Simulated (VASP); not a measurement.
**NaI: electric field gradients with LDA**

NaI:

```xyz
2
Lattice="0.0000 3.5814 3.5814 3.5814 0.0000 3.5814 3.5814 3.5814 0.0000" Properties=species:S:1:pos:R:3 pbc="T T T"
Na    0.0000    0.0000    0.0000
I     1.7907    1.7907    1.7907
```

Measurements of this composition are mostly on another form, of space group No. 225.

| Property | Result |
| --- | --- |
| Program | VASP 6.6.1 |
| Task | electric field gradients |
| Functional | LDA |
| Potentials or basis | VASP PAW LDA potentials, release 64 (Na_pv, I) |
| Cutoff | 520 eV |
| k mesh | 10 × 10 × 10 |
| Occupations | fermi-dirac, width 0.05 eV |
| Spin | no spin polarisation |
| Dipole correction | no |
| Further INCAR settings | ALGO = Normal; EDIFF = 1e-08; NBANDS = 14 |

The pressure is -1.2 GPa and the band gap on the k mesh is 3.45 eV, direct.

Levels at points of the mesh, in eV from the valence-band top:
```tsv
k point	band 4	band 5	band 6	band 7	band 8	band 9	band 10	band 11
(0.00, 0.00, 0.00)	-10.46	0.00	0.00	0.00	3.45	7.67	7.67	7.67
(0.50, 0.00, 0.00)	-10.34	-1.21	-0.13	-0.13	5.09	7.29	7.45	7.45
(0.50, 0.50, 0.00)	-10.30	-1.12	-0.39	-0.39	4.93	5.95	8.55	9.98
```

Electric field gradients, principal values (V/Å²):
```
atom    Vxx    Vyy     Vzz
1 Na  0.002  0.002  -0.005
 2 I  0.000  0.000   0.000
```

It took 61 s on 1 thread of Intel(R) Xeon(R) Platinum 8559C (Emerald Rapids), with other jobs on the host, peak memory 0.22 GiB.

Caveat: spin-orbit coupling is left out, which moves the levels of the heavy elements. A k mesh can miss the band edges.
